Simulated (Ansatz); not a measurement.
SiO$_{2}$ on a mismatched substrate

These are results of DFT LDA, scalar-relativistic, plane waves, PAW in Ansatz, not measurements. Settings: 420 eV cutoff, 6×6×4 k-mesh, Gaussian smearing of 0.02 eV, no spin polarisation.

The relaxed crystal:

```
CELL_PARAMETERS angstrom
5.01500 0.00000 0.00000
-2.50750 4.34312 0.00000
0.00000 0.00000 8.53944
ATOMIC_POSITIONS crystal
Si 0.66667 0.33333 0.93705
Si 0.66667 0.33333 0.56295
Si 0.33333 0.66667 0.06295
Si 0.33333 0.66667 0.43705
O 0.00000 0.41206 0.00000
O 0.41206 0.41206 0.50000
O 0.58794 0.00000 0.50000
O 0.58794 0.58794 0.00000
O 0.00000 0.58794 0.50000
O 0.66667 0.33333 0.75000
O 0.33333 0.66667 0.25000
O 0.41206 0.00000 0.00000
```

The a-b plane is strained alike in both directions, as on a substrate, while c and the atoms relax within the symmetry that the strain leaves. Stress is positive in compression; energies are free energies at the smearing used, per atom.

| strain (%) | c (Å) | σ in plane (GPa) | ΔE (meV/atom) |
| --- | --- | --- | --- |
| -3.0 | 8.5941 | 1.70 | 4.44 |
| -1.5 | 8.5651 | 0.76 | 0.97 |
| +0.0 | 8.5394 | -0.03 | 0.00 |
| +1.5 | 8.5140 | -0.74 | 1.14 |
| +3.0 | 8.4904 | -1.42 | 4.33 |

Question: Get the biaxial modulus twice, from the stresses and from the energies of the innermost pair.

Answer: From stress: M = −Δσ/Δε = (0.76 − (-0.74)) / 0.030 = 50 GPa. Two in-plane directions each store σε/2, so the energy density is Mε²: M = (mean ΔE)/(V ε²) = 1.05 meV / (15.500 Å³ × 0.015²) × 0.16022 GPa Å³/meV = 48 GPa. The two differ by 3 %: energies of a few meV carry noise.

Question: How well does Mε², with M from the stresses, predict the outermost points?

Answer: 4.4 meV predicted against 4.4 computed at -3.0 %; 4.4 meV predicted against 4.3 computed at +3.0 %. The departures hold terms beyond second order and the noise of the energies.

Question: How does c respond, and up to what thickness can a film with 1 % or 2 % misfit stay coherent on a thick substrate?

Answer: c answers with ε_c = −0.20 ε. In an isotropic solid that ratio is 2ν/(1 − ν), so ν = r/(2 + r) = 0.09. A film of thickness h stores Mε²h per area, 5.0 mJ/m² per nm at 1 %. The Matthews–Blakeslee balance for pure edge misfit dislocations, h = b/(8πf(1 + ν)) × (ln(h/b) + 1), with b taken as the in-plane vector a = 5.01 Å, solved by iteration, gives 6.5 nm at f = 1 % and 2.3 nm at 2 %. This is an isotropic estimate in which the moduli cancel; the real Burgers vector, glide system, anisotropy and slow kinetics can shift it by a factor of a few, mostly upward.

This form isn't the usual stable structure of the compound.